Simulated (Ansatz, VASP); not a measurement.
As: VASP beside Ansatz

```
As
1.0
     2.73774    0.00000    0.00000
     0.00000    2.73774    0.00000
     0.00000    0.00000    2.73774
As
1
Cartesian
  0.0000 0.0000 0.0000
```

Alike in both runs: task relaxation of cell and atoms; functional PBE; k mesh 15 × 15 × 15; occupations fermi-dirac, width 0.08 eV; no spin polarisation.

|  | VASP | Ansatz |
| --- | --- | --- |
| version | VASP 6.6.1 | Ansatz 0.2.0 |
| potentials or method | VASP PAW PBE potentials, release 64 (As) | PAW with Ansatz's default frozen-core files, scalar-relativistic |
| plane-wave cutoff (eV) | 600 | 420 |
| valence electrons in the cell | 5 | 15 |

Ansatz gave:

```
relaxed volume (Å³/atom)                                     : 20.33
relaxed cell length with the largest relative difference (Å) : 2.729
```

Question: Estimate VASP's values.

Answer: Relaxed volume (Å³/atom): 20.36; relaxed cell length with the largest relative difference (Å): 2.731.

The two sets of potentials don't hold the same shells in valence.
